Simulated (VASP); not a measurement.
## WC (Qusongite) under changes of volume

One of the cells (10.353 Å³/atom); the others are scaled copies at fixed shape and fractional positions:

```xyz
2
Lattice="2.9056 0.0000 0.0000 -1.4528 2.5163 0.0000 0.0000 0.0000 2.8322" Properties=species:S:1:pos:R:3 pbc="T T T"
W     0.0000    0.0000    2.8322
C     1.4528    0.8388    1.4161
```

```yaml
Program: VASP 6.6.1
Functional: PBE
Dispersion: D3(BJ)
Potentials_or_basis: VASP PAW PBE potentials, release 64 (W_sv, C)
Cutoff: 520 eV
k_mesh: 8 × 8 × 8
Occupations: fermi-dirac, width 0.05 eV
Spin: no spin polarisation
```

```tsv
volume (Å³/atom)	energy over the lowest point (meV/atom)	pressure (GPa)
9.939	?	?
10.146	5.74	8.7
10.353	0.00	0.2
10.560	4.67	-7.4
10.768	18.71	-14.3
```

Problem. What does the run at 9.939 Å³/atom give?

Solution. Energy over the lowest point 23.01 meV/atom; pressure 18.1 GPa.

Worked out: A Birch-Murnaghan fit of order 2 (a polynomial in V^(-2/3)) to the other rows has its minimum at 10.36 Å³/atom with B0 = V·E''(V) = 399 GPa at fixed shape and positions, which overstates the stiffness. It gives 22.87 meV/atom at 9.939 Å³/atom, against the run's 23.01, and -dE/dV = 18.0 GPa, against 18.1.

Energies are extrapolated to zero smearing.

Caveats: pairwise dispersion overbinds metals, which lowers pressure and volume.
